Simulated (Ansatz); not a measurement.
Geometry optimisation, DFT PBE-D3(BJ), scalar-relativistic, plane waves, PAW in Ansatz 0.2.0.

The input (input.yaml):

```yaml
crystal:
  lattice:
    - [6.714827, 0.0, 0.0]
    - [0.0, 7.488, 0.0]
    - [0.0, 0.0, 17.289712]
  atoms:
    - { symbol: Si, position: [0.0, 0.0, 0.0578379] }
    - { symbol: Si, position: [0.75, 0.75, 0.1549307] }
    - { symbol: O, position: [0.81331, 0.625, 0.2274357] }
    - { symbol: O, position: [0.93669, 0.875, 0.1303429] }
    - { symbol: O, position: [0.68669, 0.625, 0.0824256] }
    - { symbol: O, position: [0.56331, 0.875, 0.1795185] }
    - { symbol: Si, position: [0.5, 0.5, 0.0578379] }
    - { symbol: Si, position: [0.25, 0.25, 0.1549307] }
    - { symbol: O, position: [0.31331, 0.125, 0.2274357] }
    - { symbol: O, position: [0.43669, 0.375, 0.1303429] }
    - { symbol: O, position: [0.18669, 0.125, 0.0824256] }
    - { symbol: O, position: [0.06331, 0.375, 0.1795185] }
    - { symbol: Si, position: [0.5, 0.0, 0.2520235] }
    - { symbol: Si, position: [0.25, 0.75, 0.3491163] }
    - { symbol: O, position: [0.31331, 0.625, 0.4216214] }
    - { symbol: O, position: [0.43669, 0.875, 0.3245285] }
    - { symbol: O, position: [0.18669, 0.625, 0.2766113] }
    - { symbol: O, position: [0.06331, 0.875, 0.3737041] }
    - { symbol: Si, position: [1.0, 0.5, 0.2520235] }
    - { symbol: Si, position: [0.75, 0.25, 0.3491163] }
    - { symbol: O, position: [0.81331, 0.125, 0.4216214] }
    - { symbol: O, position: [0.93669, 0.375, 0.3245285] }
    - { symbol: O, position: [0.68669, 0.125, 0.2766113] }
    - { symbol: O, position: [0.56331, 0.375, 0.3737041] }
    - { symbol: O, position: [0.7048433, 0.8506706, 0.4036916], spin: 1.0 }
    - { symbol: H, position: [0.6654076, 0.8318414, 0.4574808] }
magnetization:
  spin_polarized: true
basis:
  ecutwfc: 420.0
kpoints:
  mp_grid: { grid: [2, 2, 1] }
hamiltonian:
  xc: pbe
  dispersion: d3bj
  pseudopotentials: { kind: paw, azcp: { folder: soft_1 } }
scf:
  occupations: { method: gaussian, width: 0.05 }
  lower_state_search: "off"
relax:
  f_tol: 0.03
  max_steps: 60
  adjacent_minimum: "off"
  constraints: [{ sites: [0, 3, 4, 6, 9, 10] }]
```

Launched with:

```bash
$ ansatz run input.yaml --threads 4 --pin off --max-ram 10240MiB --backend cpu --events-out ev --progress --plain --runs-dir out
```

Question: Where does it end, and by what steps?

Answer: The run converged. The force dipped under the threshold on the way, but the program's further checks kept it going. Limits of this set-up: coarse k mesh, thin slab, slab without dipole correction. After 43 steps the energy has fallen by 5.464 eV; H26 moved furthest, 3.12 Å. Parted: O25–H26 (0.98 → 2.34 Å). Joined: O15–O24 (2.65 → 1.48 Å), O18–H26 (3.06 → 0.97 Å), O21–O25 (2.20 → 1.35 Å).

```tsv
step	energy less start (eV)	largest force component (eV/Å)	accepted
0	0.0000	1.216	yes
2	-0.7760	1.269	yes
4	-2.1332	2.353	yes
6	-2.4371	0.443	yes
8	-2.5617	0.418	yes
10	-2.6514	0.161	yes
12	-2.6851	0.253	yes
14	-2.7048	0.903	yes
16	-2.7673	0.358	yes
18	-2.8506	0.359	yes
20	-2.9853	0.594	yes
22	-3.2744	0.898	yes
24	-3.6766	2.124	yes
26	-4.2577	1.536	yes
28	-4.2710	8.764	no
30	-5.1583	0.809	yes
32	-5.2748	0.565	yes
34	-5.3583	0.430	yes
36	-5.4460	0.150	yes
38	-5.4633	0.051	yes
40	-5.4626	0.099	no
42	-5.4643	0.029	yes
43	-5.4643	0.029	yes
```

```xyz
26
Lattice="6.7148 0.0000 0.0000 0.0000 7.4880 0.0000 0.0000 0.0000 17.2897" Properties=species:S:1:pos:R:3
Si 0.000 0.000 1.000
Si 5.103 5.549 2.731
O 5.650 4.656 3.967
O 6.290 6.552 2.254
O 4.611 4.680 1.425
O 3.830 6.408 3.272
Si 3.357 3.744 1.000
Si 1.727 1.805 2.725
O 2.173 0.844 3.954
O 2.932 2.808 2.254
O 1.254 0.936 1.425
O 0.442 2.663 3.237
Si 3.345 -0.131 4.498
Si 2.294 5.013 6.211
O 3.753 4.193 6.387
O 2.804 6.495 5.762
O 1.425 4.378 4.984
O 1.484 5.054 7.613
Si 6.791 3.632 4.490
Si 4.919 1.889 6.157
O 5.325 1.021 7.598
O 6.176 2.798 5.748
O 4.587 0.797 5.011
O 3.538 2.739 6.574
O 6.325 7.684 7.212
H 7.547 5.762 7.760
```

The run took 11 min on 4 threads of Arm Neoverse V2 (shared host), peak memory 2.5 GiB.
